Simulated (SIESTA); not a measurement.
# FeO (Wuestite): relaxation of cell and atoms with PBE

Crystal: FeO (Wuestite).

```
Fe O
1.0
     0.00000    2.15540    2.15540
     2.15540    0.00000    2.15540
     2.15540    2.15540    0.00000
Fe O
1 1
Direct
  0.00000 0.00000 0.00000
  0.50000 0.50000 0.50000
```

- Program: SIESTA 5.4.2
- Task: relaxation of cell and atoms
- Functional: PBE
- Potentials or basis: PseudoDojo 0.4 standard (PBE files)
- Basis: DZP (energy shift 0.003 Ry; two zetas on semicore shells)
- Grid cutoff: 1200 Ry
- Energy shift: 0.003 Ry
- k mesh: 8 × 8 × 8
- Occupations: fermi-dirac, width 0.05 eV
- Spin: collinear spin, ferromagnetic start
- Starting moments: [3.0, 0.0] μB
- optimiser: Broyden
- force tolerance: 0.01 eV/Å
- stress tolerance (GPa): 0.05

- Relaxed volume: 10.03 Å³/atom
- Relaxed cell: a = 3.050 Å, b = 3.050 Å, c = 3.050 Å, α = 60.00°, β = 60.00°, γ = 60.00°
- Space group after relaxing (to 0.05 Å): Fm-3m (No. 225)
- Energy gained by relaxing: 0.0 meV/atom
- Ionic steps: 3
- Pressure after relaxing: 0.0 GPa
- Band gap on the k mesh: none (metal or under the smearing width)
- Net moment: 4.00 μB per cell
- Site moments: Fe +3.69; O +0.31 μB

Final structure:
```xyz
2
Lattice="0.0000 2.1568 2.1568 2.1568 0.0000 2.1568 2.1568 2.1568 0.0000" Properties=species:S:1:pos:R:3 pbc="T T T"
Fe    0.0000    0.0000    0.0000
O     2.1568    2.1568    2.1568
```

It took 2.1 min on 1 thread of Intel(R) Xeon(R) 6975P-C (Granite Rapids), with other jobs on the host, peak memory 0.32 GiB.

Caveat: short orbitals over semicore shells can move pressures by several GPa; the basis of atomic orbitals isn't converged, which shifts pressures, moduli and gaps; a cell with one magnetic atom can't hold antiferromagnetic order, which such compounds often take; semilocal functionals often make such compounds metallic where correlation or magnetic order opens a gap, which also shifts bond lengths. With open d or f shells a metallic result of PBE can be an artefact of self-interaction; +U or a hybrid may open a gap.
